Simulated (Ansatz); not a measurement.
## Sn under changes of volume

One of the cells (28.673 Å³/atom); the others are scaled copies at fixed shape and fractional positions:

```
Sn
1.0
    -1.72654    1.77555    2.33834
     1.72654   -1.77555    2.33834
     1.72654    1.77555   -2.33834
Sn
1
Direct
  0.00000 0.00000 0.00000
```

This isn't the form of Sn at room conditions, which is tetragonal (white tin).

```yaml
Program: Ansatz 0.2.0
Functional: r2SCAN
Potentials_or_basis: Ansatz PAW
Cutoff: "500 eV (not typed: the program's choice for these potentials)"
k_mesh: 11 × 11 × 11
Occupations: fermi-dirac, width 0.05 eV
Spin: no spin polarisation
```

```tsv
volume (Å³/atom)	energy over the lowest point (meV/atom)	pressure (GPa)
26.953	?	?
27.526	0.00	-0.3
28.100	2.75	-1.3
28.673	8.92	-2.2
29.247	18.12	-3.0
29.820	30.02	-3.7
30.394	44.29	-4.3
```

Question: What does the run at 26.953 Å³/atom give?

Answer: Energy over the lowest point 1.08 meV/atom; pressure 0.8 GPa.

Worked out: A Birch-Murnaghan fit of order 3 (a polynomial in V^(-2/3)) to the other rows has its minimum at 27.40 Å³/atom, just outside them, with B0 = V·E''(V) = 53 GPa and B' = 4.8 at fixed shape and positions, which overstates the stiffness. It gives 1.12 meV/atom at 26.953 Å³/atom, against the run's 1.08, and -dE/dV = 0.9 GPa, against 0.8.

Energies are extrapolated to zero smearing.

Caveats: the PAW data sets come from PBE, with cores solved anew for the run's functional, which leaves a small shift of forces and pressure.
